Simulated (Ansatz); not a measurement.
Cu Kα1 powder pattern (kinematic, no thermal factors).
2θ (°) (relative intensity): 31.02 (18), 34.19 (22), 35.53 (100), 46.83 (19), 55.19 (21), 62.08 (21), 64.67 (3), 66.54 (21), 67.38 (16), 72.01 (3), 75.22 (5), 80.45 (3), 87.76 (8)

The pattern is computed from a structure relaxed with DFT PBE, scalar-relativistic, plane waves, PAW in Ansatz. No spin polarisation. Its elements are C, Hf.

Give the structure.

HfC.
Space group P6_3/mmc (No. 194). a = 3.326 Å, b = 3.326 Å, c = 5.242 Å, α = 90.00°, β = 90.00°, γ = 120.00°
```json
{"atom": "Hf", "site": "2c", "symmetry": "-6m2", "x": "0.3333", "y": "0.6667", "z": "0.2500"}
{"atom": "C", "site": "2a", "symmetry": "-3m.", "x": "0.0000", "y": "0.0000", "z": "0.0000"}
```

A pattern alone doesn't exclude other cells with like lines; this is the one computed.

The cell was found from a structure generator's guess, not taken from experiment.
